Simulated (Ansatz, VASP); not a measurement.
# SiC2 in VASP and in Ansatz

```
CELL_PARAMETERS angstrom
3.22874 0.00000 0.00000
-1.61437 2.79617 0.00000
0.00000 0.00000 13.88187
ATOMIC_POSITIONS crystal
Si 0.33333 0.66667 0.00000
Si 0.66667 0.33333 0.00000
C 0.33333 0.66667 0.66313
C 0.33333 0.66667 0.33687
C 0.66667 0.33333 0.66313
C 0.66667 0.33333 0.33687
```

Alike in both runs: functional PBE; k mesh 12 × 12 × 4; occupations gaussian, width 0.1 eV; no spin polarisation.

Ansatz relaxed the structure, and its values are those at the end. VASP's run is a single point on that final structure, the one shown.

```csv
,VASP,Ansatz
version,VASP 6.6.1,Ansatz 0.2.0
potentials or method,"VASP PAW PBE potentials, release 64 (Si, C)","scalar-relativistic, plane waves, PAW"
plane-wave cutoff (eV),520,420
valence electrons in the cell,24,24
```

|  | VASP | Ansatz | Ansatz less VASP |
| --- | --- | --- | --- |
| gap on the k mesh at the Fermi level (eV) | none | none | - |
| pressure (GPa) | 0.0 | 0.0 | +0.02 |

A gap of «none» marks a metal or a gap that the smearing closes.

Caveats: this functional lacks dispersion, which binds the layers, so the pressure and a relaxed spacing across them are unreliable.
